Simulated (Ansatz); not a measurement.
Clean, relaxed (001) surface of C, space group Fmmm (No. 69) (top face towards +c; atoms held fixed, by place in the list: 1, 2, 3, 4):

```
C
1.0
     2.46554    0.00000    0.00000
    -1.23277    2.13415    0.00000
     0.00000    0.00000   30.59797
C
10
Cartesian
  0.0000 0.3556 8.5000
  0.0000 1.7786 8.5000
  1.2328 0.3556 11.8995
  1.2328 1.7786 11.8995
  0.0000 0.3556 15.2990
  0.0000 1.7786 15.2990
  1.2328 0.3556 18.6985
  1.2328 1.7786 18.6985
  0.0000 0.3556 22.0980
  0.0000 1.7786 22.0980
```

Computed with Ansatz 0.2.0, DFT PBE+D3(BJ), scalar-relativistic, plane waves, PAW. Cutoff 420 eV; k points 12×12×1 on the computed 10-atom cell (Γ-centred); Gaussian smearing, width 0.10 eV; no spin polarisation. The cell repeats along c with a dipole correction in the vacuum.

CO is adsorbed on the top face, one adsorbate per 5.3 Å², and relaxed from 3 starting sites (fractions of a and b). The adsorption energy is E(slab + adsorbate) − E(slab) − E(free adsorbate, spin-polarised where open-shell). Heights count from the highest slab atom after relaxation. With the adsorbate the cell is lengthened along c to keep the vacuum.

| start | ends at | E_ads (eV) | height (Å) |
| --- | --- | --- | --- |
| top (C) at (0.42, 0.83) | not bound | 1.05 | 3.41 |
| hollow (C-C) at (0.75, 0.50) | not bound | 1.04 | 3.16 |
| bridge (C-C) at (0.08, 0.67) | not bound | 1.03 | 3.15 |

It doesn't bind at this level of theory (ends above -0.1 eV count as unbound). Neighbouring adsorbates stand only 2.5 Å apart, and their interaction, mostly repulsion this close, counts into E_ads, so a lone one may still bind weakly.

Each end is the local minimum or symmetric point that its start leads to.

An atom lies near a switch of its D3 coefficient C6 between reference coordination numbers, so the dispersion energy changes steeply there and can make or shift the minimum.

The reference crystal is a form of C, which isn't its usual structure.